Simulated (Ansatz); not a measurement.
Method: Ansatz 0.2.0, DFT PBE, scalar-relativistic, plane waves, PAW. Settings: cutoff 420 eV, Γ-centred meshes spaced at most about 0.3 Å⁻¹, and about 0.25 Å⁻¹ or finer for metals (2π included), Gaussian smearing. No spin polarisation.

All energies are static (0 K, no zero-point motion).

Compare these two cells of Ta4H3, each relaxed at this level.

1. Space group I-43d (No. 220), cubic, a = 6.856 Å. Around Ta lie 3 H at 1.92 Å and 8 Ta at 2.97 Å; H is surrounded by 4 Ta at 1.92 Å.

2. Space group P-42m (No. 111), tetragonal, a = 4.093 Å, c = 4.946 Å. Ta has 3 H at 1.90–1.95 Å, 4 Ta at 2.84–2.95 Å and 8 Ta at 3.12–3.30 Å; around H on its first site lie 4 Ta at 1.95 Å and 2 H at 2.47 Å; around H on its second site lie 4 Ta at 1.90 Å and 2 H at 2.47 Å; H on its third site is surrounded by 4 Ta at 1.91 Å.

Task: Which is lower in energy, and by how much?

Result: Cell 1 is lower, by 90 meV/atom. Cell 1 has space group I-43d (No. 220), 11.5 Å³/atom and no gap on its mesh; cell 2 has space group P-42m (No. 111), 11.8 Å³/atom and no gap. Both come from invented guesses. The lowest form computed isn't among them: it has space group P222 (No. 16), 11.5 Å³/atom and lies 19 meV/atom below the best shown.

These runs have no spin–orbit coupling, which can matter for Ta. With hydrogen, zero-point motion can shift such differences by 10 meV/atom or more. Cells relaxed within their symmetry can be saddle points. Some types were kept out of the candidates beforehand, so the set may lack a known form.
